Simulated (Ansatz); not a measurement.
## Compressing Ti₂C: a fit and a missing row

Ti₂C, R-3m, a = 3.053 Å, c = 14.318 Å. The structure is a Materials Project entry; whether it is the stable form wasn't checked. Ansatz: PBEsol, PAW, 420 eV, Γ-centred 18×18×18 mesh on 3 atoms, Gaussian smearing 0.10 eV; no spin polarisation. Shape and atoms are relaxed at each volume; pressure is positive in compression.

```tsv
V (Å³/atom)	P (GPa)
12.070	?
12.455	4.63
12.840	-0.02
13.226	-3.94
13.611	-7.22
```

Problem. Take V0 = 12.840 Å³/atom, count pressures from its P0 = -0.02 GPa, fit the third-order Birch–Murnaghan form to the other rows, and predict the missing pressure.

Solution. With the Eulerian strain f = ½[(V0/V)^(2/3) − 1] and y = (P − P0)/[3f(1 + 2f)^(5/2)], the form is the line y = B0 + 1.5 B0 (B0′ − 4) f. Rows (f, y): 0.01025, 143.7; -0.00978, 140.4; -0.01906, 138.8. Means f = -0.006197, y = 140.97; Σ(Δf)² = 0.0004488, ΣΔfΔy = 0.07486; the slope is their ratio. y = 142.0 + 166.8 f GPa, so B0 = 142.0 GPa and B0′ = 4 + 2 × (166.8)/(3 × 142.0) = 4.78. At V = 12.070, f = 0.02104, y = 145.51 and P = 10.16 GPa. The run gave 10.16 GPa, the same to the digits shown. The form still works here, 33 % of the fitted range beyond its end.